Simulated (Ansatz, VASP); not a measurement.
# One calculation of Mg12HF23 (a cell with a defect) (Sellaite), two programs

```
Mg H F
1.0
     4.62500    4.62500    0.00000
    -4.62500    4.62500    0.00000
     0.00000    0.00000    9.15600
Mg H F
12 1 23
Direct
  0.00603 0.00000 0.00000
  0.99943 0.00000 0.33316
  0.99943 0.00000 0.66684
  0.49966 0.50000 0.00000
  0.49948 0.50000 0.33320
  0.49948 0.50000 0.66680
  0.49702 0.00000 0.16446
  0.50020 0.00000 0.50000
  0.49702 0.00000 0.83554
  0.00038 0.50000 0.16655
  0.99915 0.50000 0.50000
  0.00038 0.50000 0.83345
  0.30486 0.00000 0.00000
  0.30218 0.00000 0.33335
  0.30218 0.00000 0.66665
  0.80271 0.50000 0.00000
  0.80235 0.50000 0.33282
  0.80235 0.50000 0.66718
  0.49831 0.30265 0.16620
  0.50014 0.30279 0.50000
  0.49831 0.30265 0.83380
  0.00314 0.80284 0.16622
  0.99855 0.80284 0.50000
  0.00314 0.80284 0.83378
  0.69915 0.00000 0.00000
  0.69629 0.00000 0.33186
  0.69629 0.00000 0.66814
  0.19719 0.50000 0.00000
  0.19681 0.50000 0.33363
  0.19681 0.50000 0.66637
  0.49831 0.69735 0.16620
  0.50014 0.69721 0.50000
  0.49831 0.69735 0.83380
  0.00314 0.19716 0.16622
  0.99855 0.19716 0.50000
  0.00314 0.19716 0.83378
```

Alike in both runs: functional PBE; k mesh 3 × 3 × 2; occupations fermi-dirac, width 0.01 eV; no spin polarisation.

Ansatz relaxed the structure, and its values are those at the end. VASP's run is a single point on that final structure, the one shown.

|  | VASP | Ansatz |
| --- | --- | --- |
| version | VASP 6.6.1 | Ansatz 0.2.0 |
| potentials or method | VASP PAW PBE potentials, release 64 (Mg, H, F) | plane-wave PAW, scalar-relativistic |
| plane-wave cutoff (eV) | 520 | 420 |
| valence electrons in the cell | 186 | 282 |

Ansatz gave:

```
gap on the k mesh at the Fermi level (eV) : 6.01
pressure (GPa)                            : 4.2
rms of the force components (eV/Å)        : 0.007
```

Problem. Estimate VASP's values.

Solution. gap on the k mesh at the Fermi level (eV): 6.00; pressure (GPa): 3.3; rms of the force components (eV/Å): 0.008.

The two sets of potentials don't hold the same shells in valence. Ansatz warned: «stress_scf_threshold_loose».

Expect the measured gap to be larger: semilocal functionals such as PBE lack the derivative discontinuity.
